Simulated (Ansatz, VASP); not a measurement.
One calculation of Si, two programs

File INCAR:

```
PREC = Accurate
ENCUT = 600
EDIFF = 1E-6
ISMEAR = 0
SIGMA = 0.1
LREAL = False
LASPH = True
NELM = 100
ALGO = Normal
ISIF = 3
LWAVE = False
LCHARG = False
GGA = PE
IBRION = 2
NSW = 90
EDIFFG = -0.04
```

Contents of KPOINTS:

```
Automatic mesh
0
Gamma
  4 4 4
```

Contents of POSCAR:

```
Si
1.0
    0.0000000000      5.8629946500      5.8629946500
    5.8629946500      0.0000000000      5.8629946500
    5.8629946500      5.8629946500      0.0000000000
Si
8
Direct
    0.8062530200      0.0645823300      0.0645823300
    0.1854176700      0.1854176700      0.1854176700
    0.1854176700      0.1854176700      0.4437469800
    0.1854176700      0.4437469800      0.1854176700
    0.0645823300      0.8062530200      0.0645823300
    0.0645823300      0.0645823300      0.0645823300
    0.0645823300      0.0645823300      0.8062530200
    0.4437469800      0.1854176700      0.1854176700
```

Input for Ansatz:

```yaml
crystal:
  lattice:
    - [0.0, 5.86299465, 5.86299465]
    - [5.86299465, 0.0, 5.86299465]
    - [5.86299465, 5.86299465, 0.0]
  atoms:
    - { symbol: Si, position: [0.80625302, 0.06458233, 0.06458233] }
    - { symbol: Si, position: [0.18541767, 0.18541767, 0.18541767] }
    - { symbol: Si, position: [0.18541767, 0.18541767, 0.44374698] }
    - { symbol: Si, position: [0.18541767, 0.44374698, 0.18541767] }
    - { symbol: Si, position: [0.06458233, 0.80625302, 0.06458233] }
    - { symbol: Si, position: [0.06458233, 0.06458233, 0.06458233] }
    - { symbol: Si, position: [0.06458233, 0.06458233, 0.80625302] }
    - { symbol: Si, position: [0.44374698, 0.18541767, 0.18541767] }
basis:
  ecutwfc: 420
kpoints:
  mp_grid: { grid: [4, 4, 4] }
hamiltonian:
  xc: pbe
scf:
  occupations: { method: gaussian, width: 0.1 }
  lower_state_search: "off"
output:
  forces: true
  stress: true
  eigenvalues: true
relax:
  adjacent_minimum: "off"
  f_tol: 0.04
  max_steps: 70
  cell: { stress_tol: 0.4 }
```

Alike in both runs: task relaxation of cell and atoms; functional PBE; k mesh 4 × 4 × 4; occupations gaussian, width 0.1 eV; no spin polarisation.

```csv
,VASP,Ansatz
version,VASP 6.6.1,Ansatz 0.2.0
potentials or method,"VASP PAW PBE potentials, release 64 (Si)","scalar-relativistic, plane waves, PAW"
plane-wave cutoff (eV),600,420
valence electrons in the cell,32,32
```

Ansatz gave:

* gap on the k mesh at the Fermi level, each at its own relaxed structure (eV): none
* relaxed volume (Å³/atom): 52.05
* relaxed cell length with the largest relative difference (Å): 8.382
* energy change over the relaxation (meV/atom): -406

Problem. Which values does VASP return?

Solution. gap on the k mesh at the Fermi level, each at its own relaxed structure (eV): none; relaxed volume (Å³/atom): 52.33; relaxed cell length with the largest relative difference (Å): 8.397; energy change over the relaxation (meV/atom): -404.

A gap of «none» marks a metal or a gap that the smearing closes.
